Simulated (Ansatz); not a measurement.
CaO (zincblende) at its r2SCAN geometry, in the PAW code Ansatz. The base run uses HSE06 on a modest mesh; each further run changes one setting, sensibly or not. Doubtful ones may also carry a cap on iterations. All numbers are computed, and spin polarisation is off unless an edit sets a moment.

Base input:
```yaml
crystal:
  lattice:
    - [0.0, 2.6067317416, 2.6067317416]
    - [2.6067317416, 0.0, 2.6067317416]
    - [2.6067317416, 2.6067317416, 0.0]
  atoms:
    - { symbol: Ca, position: [0.0, 0.0, 0.0] }
    - { symbol: O, position: [0.25, 0.25, 0.25] }
kpoints:
  mp_grid: { grid: [4, 4, 4] }
hamiltonian:
  xc: hse06
scf:
  occupations: { method: fixed }
  n_extra_bands: 4
output:
  forces: true
  stress: true
  eigenvalues: true
  write_density: true
  write_potential: true
  elf: true
  volumetric_format: npy
```

Base results:
```
Basis set: ecut = 420 eV, 701 PW (Γ)
Symmetry: 24 space group operations
Space group: F-43m (ITA 216)
k-points: 8 of 64 (time reversal used)
Exchange kernel: α = 0.2500, screened, ω = 0.2079 Å⁻¹, Wigner–Seitz truncation, v(0) = 1012.6930 eV·Å³, q-mesh 4×4×4
hybrid SCF converged: 2 outer / 10 inner (+2 warm-up)
Free energy (F): -2387.881326 eV
Fermi energy:    3.607484 eV
--- Stress (GPa, compression-positive) ---
        0.051660       0.000000       0.000000
        0.000000       0.051660       0.000000
        0.000000       0.000000       0.051660
  P = ⅓ Tr σ = 0.0517 GPa (0.517 kbar)
--- Band table (eV; the first three rows and the last of 8) ---
  k-point 0: bands = […, -15.5423, -15.5423, -12.6118, 2.9897, 2.9897, 2.9897, 8.3373, 13.7147, 13.7147, 15.4045]
  k-point 1: bands = […, -15.5721, -15.5721, -12.1645, 2.6001, 3.1328, 3.1328, 10.0668, 13.2807, 13.2807, 14.5801]
  k-point 2: bands = […, -15.6015, -15.6015, -11.8322, 2.5617, 3.2566, 3.2566, 11.4621, 13.4108, 13.5298, 13.5298]
  k-point 7: bands = […, -15.7744, -15.6991, -11.5838, 2.7377, 3.0127, 3.6065, 10.1909, 11.8619, 14.3465, 15.0705]
```
The gap over this mesh is 4.730 eV.

Run as `ansatz run input.yaml --threads 4 --pin off --max-ram 3686MiB --backend cpu --events-out ev --progress --plain --runs-dir out`. It took 2.9 s on 4 threads of Arm Neoverse V1, on a shared host; peak host memory 0.46 GiB.

Question: These lines are set or replaced. What follows?
```yaml
kpoints:
  mp_grid: { grid: [2, 2, 2] }
```

Answer: The free energy moves by +44 meV an atom, the mean stress by +0.1 GPa and the gap on the mesh by +0.031 eV (to 4.761). The mesh is too coarse.
Lines that differ from the base's log, and the results:
```
k-points: 3 of 8
Exchange kernel: α = 0.2500, screened, ω = 0.2079 Å⁻¹, Wigner–Seitz truncation, v(0) = 659.3225 eV·Å³, q-mesh 2×2×2
hybrid SCF converged: 2 outer / 9 inner (+3 warm-up)
Free energy (F): -2387.793825 eV
Fermi energy:    3.683264 eV
--- Stress (GPa, compression-positive) ---
        0.126596       0.000000       0.000000
        0.000000       0.126596       0.000000
        0.000000       0.000000       0.126596
  P = ⅓ Tr σ = 0.1266 GPa (1.266 kbar)
--- Band table (eV) ---
  k-point 0: bands = […, -15.5078, -15.5078, -12.5060, 3.0554, 3.0554, 3.0554, 8.4443, 13.7342, 13.7342, 15.4391]
  k-point 1: bands = […, -15.5693, -15.5693, -11.7385, 2.6545, 3.3269, 3.3269, 11.5289, 13.4713, 13.5578, 13.5578]
  k-point 2: bands = […, -15.6666, -15.6666, -11.5080, 2.2164, 3.6833, 3.6833, 10.1914, 12.0962, 14.9425, 15.1915]
```

Question: Predict the outcome of this edit.
```yaml
hamiltonian:
  xc: { exchange: pbe, correlation: pbe, exx: { coeff: 0.05, omega: 0.1 } }
```

Answer: That is 5 % exact exchange, screened with ω = 0.1 1/Å, against HSE06's 25 % screened at 0.208 1/Å. The mean stress moves by +1.0 GPa and the gap on the mesh by -1.058 eV (to 3.672). Totals of different functionals aren't comparable. The program warns that on this mesh the truncation of the exchange isn't bounded, so part of the change can be an error of the mesh.
```
Exchange kernel: α = 0.0500, screened, ω = 0.1000 Å⁻¹, Wigner–Seitz truncation, v(0) = 2734.0109 eV·Å³, q-mesh 4×4×4
hybrid SCF converged: 2 outer / 8 inner (+2 warm-up)
Free energy (F): -2387.457994 eV
Fermi energy:    4.428826 eV
--- Stress (GPa, compression-positive) ---
        1.084097       0.000000       0.000000
        0.000000       1.084097       0.000000
        0.000000       0.000000       1.084097
  P = ⅓ Tr σ = 1.0841 GPa (10.841 kbar)
--- Band table (eV; the first three rows and the last of 8) ---
  k-point 0: bands = […, -13.8941, -13.8941, -10.6465, 3.8088, 3.8088, 3.8088, 8.1008, 12.9029, 12.9029, 14.5433]
  k-point 1: bands = […, -13.9215, -13.9215, -10.2681, 3.4223, 3.9499, 3.9499, 9.7847, 12.5430, 12.5430, 13.8349]
  k-point 2: bands = […, -13.9487, -13.9487, -9.9774, 3.4216, 4.0690, 4.0690, 10.9847, 12.7897, 12.7897, 13.0459]
  k-point 7: bands = […, -14.1151, -14.0391, -9.7592, 3.5778, 3.8601, 4.4288, 9.7890, 11.3084, 13.4860, 14.1732]
```

Question: These lines are set or replaced. What follows?
```yaml
scf:
  exx: { singularity: wigner_seitz }
```

Answer: Energy, stress and gap stay within 1 meV an atom, 0.1 GPa and 0.005 eV of the base. The run repeats the base's digit for digit, so the setting changed nothing in it.

Question: The input is altered as follows. How does the run end?
```yaml
hamiltonian:
  xc: { exchange: pbe, correlation: pbe, exx: { coeff: 0.4, omega: 0.1 } }
```

Answer: That is 40 % exact exchange, screened with ω = 0.1 1/Å, against HSE06's 25 % screened at 0.208 1/Å. The mean stress moves by -0.8 GPa and the gap on the mesh by +1.457 eV (to 6.187). Totals of different functionals aren't comparable. The program warns that on this mesh the truncation of the exchange isn't bounded, so part of the change can be an error of the mesh.
```
Exchange kernel: α = 0.4000, screened, ω = 0.1000 Å⁻¹, Wigner–Seitz truncation, v(0) = 2734.0109 eV·Å³, q-mesh 4×4×4
hybrid SCF converged: 2 outer / 12 inner (+2 warm-up)
Free energy (F): -2388.310315 eV
Fermi energy:    2.598372 eV
--- Stress (GPa, compression-positive) ---
       -0.756792       0.000000       0.000000
        0.000000      -0.756792       0.000000
        0.000000       0.000000      -0.756792
  P = ⅓ Tr σ = -0.7568 GPa (-7.568 kbar)
```

Question: What happens with this change?
```yaml
hamiltonian:
  xc: hiss
```

Answer: It is rejected at once.
```
Error: inconsistent input (scf.exx.singularity, hamiltonian.xc): left to auto with a screened hybrid — auto would keep the own limit of the kernel of several ranges that all end (none), and with it the interaction's periodic images, which move energies and levels by what the mesh and the cell leave; type `singularity: none` to keep the periodic images (the run warns where they are large […]
```

The stress of a hybrid is loosely converged in these runs.

The meshes of the hybrids are coarse, so their gaps aren't converged to the digits shown.
